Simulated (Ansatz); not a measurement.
Input of an Ansatz 0.2.0 run:

Contents of input.yaml:

```yaml
crystal:
  lattice:
    - [1.5054695445, 0.8691832468, 2.4399269062]
    - [-1.5054695445, 0.8691832468, 2.4399269062]
    - [0.0, -1.7383664936, 2.4399269062]
  atoms:
    - { symbol: Co, position: [0.0, 0.0, 0.0], spin: 2.0 }
    - { symbol: O, position: [0.5, 0.5, 0.5] }
hamiltonian:
  xc: blyp
  pseudopotentials: { kind: paw }
magnetization:
  spin_polarized: true
kpoints:
  mp_grid: { grid: [11, 11, 11] }
scf:
  occupations: { method: fermi_dirac, width: 0.05 }
output:
  forces: true
  stress: true
  eigenvalues: true
  write_density: true
  write_potential: true
  elf: true
  volumetric_format: npy
relax:
  f_tol: 0.01
  max_steps: 40
  cell: { stress_tol: 0.05 }
```

Potentials or basis: Ansatz PAW.

Launch:

```console
$ ansatz run input.yaml --threads 2 --pin off --max-ram 5632MiB --backend cpu --events-out ev --progress --plain --runs-dir out
```

Problem. Estimate the site moments.

Solution. Co +2.46; O +0.32 μB.

Problem. What does it give for the net moment?

Solution. 2.89 μB per cell.

Final structure:
```
Co O
1.0
     1.54780    0.89362    2.40128
    -1.54780    0.89362    2.40128
     0.00000   -1.78725    2.40128
Co O
1 1
Direct
  0.00000 0.00000 0.00000
  0.50000 0.50000 0.50000
```

Caveat: a cell with one magnetic atom can't hold antiferromagnetic order, which such compounds often take; semilocal functionals often make such compounds metallic where correlation or magnetic order opens a gap, which also shifts bond lengths.
